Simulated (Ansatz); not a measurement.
**Ligand exchange: C2H9ClSi2 + C4H10O → C2H10OSi2 + C4H9Cl**

Species: C2H9ClSi2 `[SiH3]CC[SiH2]Cl`, singlet; C4H10O `CC(C)(C)O`, singlet; C2H10OSi2 `O[SiH2]CC[SiH3]`, singlet; C4H9Cl (2-chloro-2-methylpropane) `CC(C)(C)Cl`, singlet. The partners trade Cl for OH: Si–Cl and C–OH bonds give way to Si–OH and C–Cl.

Shapes, held fixed at every level: PBE0-D4/def2-TZVP. Flexible molecules stand in one conformer, not always the lowest. Programs: Ansatz 0.2.0. Electronic energies: no zero-point or thermal term.

(1) Estimate ΔE of this reaction.

Results:

(1) The highest level, CCSD(T)/CBS estimate, gives ΔE = -13.8 kJ/mol; the levels span -14.4 to -7.1. The column of differences is taken from that level and isn't an error. No measured value is set beside it here. The CBS estimate extrapolates MP2 from def2-TZVPP and def2-QZVPP and adds CCSD(T) − MP2 in the triple-zeta set, cores frozen.

```json
{"level": "HF/def2-TZVPP", "kind": "Hartree–Fock", "ΔE (kJ/mol)": "-7.3", "less CCSD(T)/CBS estimate": "+6.5"}
{"level": "r2SCAN-D4/def2-TZVPP", "kind": "meta-GGA", "ΔE (kJ/mol)": "-10.7", "less CCSD(T)/CBS estimate": "+3.1"}
{"level": "PBE0-D4/def2-TZVPP", "kind": "global hybrid", "ΔE (kJ/mol)": "-7.1", "less CCSD(T)/CBS estimate": "+6.7"}
{"level": "wB97M-V/def2-TZVPP", "kind": "range-separated hybrid", "ΔE (kJ/mol)": "-10.0", "less CCSD(T)/CBS estimate": "+3.8"}
{"level": "wB97X-V/def2-TZVPP", "kind": "range-separated hybrid", "ΔE (kJ/mol)": "-8.1", "less CCSD(T)/CBS estimate": "+5.7"}
{"level": "B2PLYP/def2-TZVPP", "kind": "double hybrid", "ΔE (kJ/mol)": "-14.4", "less CCSD(T)/CBS estimate": "-0.6"}
{"level": "CCSD(T)/def2-TZVPP", "kind": "coupled cluster or CI", "ΔE (kJ/mol)": "-13.4", "less CCSD(T)/CBS estimate": "+0.4"}
{"level": "CCSD(T)/CBS estimate", "kind": "coupled cluster or CI", "ΔE (kJ/mol)": "-13.8", "less CCSD(T)/CBS estimate": "0.0"}
```
